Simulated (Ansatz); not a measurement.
A run of Ansatz 0.2.0 is set up as follows.

The input input.yaml:

```yaml
crystal:
  lattice:
    - [0.0, 2.3885, 2.3885]
    - [2.3885, 0.0, 2.3885]
    - [2.3885, 2.3885, 0.0]
  atoms:
    - { symbol: As, position: [0.75, 0.75, 0.75] }
    - { symbol: B, position: [0.0, 0.0, 0.0] }
kpoints:
  mp_grid: { grid: [10, 10, 10] }
scf:
  occupations: { method: gaussian, width: 0.011 }
hamiltonian:
  xc: pbe
  pseudopotentials: { kind: all_electron, lapw: { basis_error: 0.001 } }
output:
  forces: true
  stress: true
  eigenvalues: true
```

Potentials or basis: all-electron LAPW, scalar-relativistic.

The run is started by

```sh
$ ansatz run input.yaml --threads 1 --pin off --max-ram 3072MiB --backend cpu --events-out ev --progress --plain --runs-dir out
```

(1) What does it give for the band gap on the k mesh?

(2) Estimate the pressure.

## Answers

(1) 1.19 eV, indirect (least direct gap 3.28 eV).

(2) 2.7 GPa.
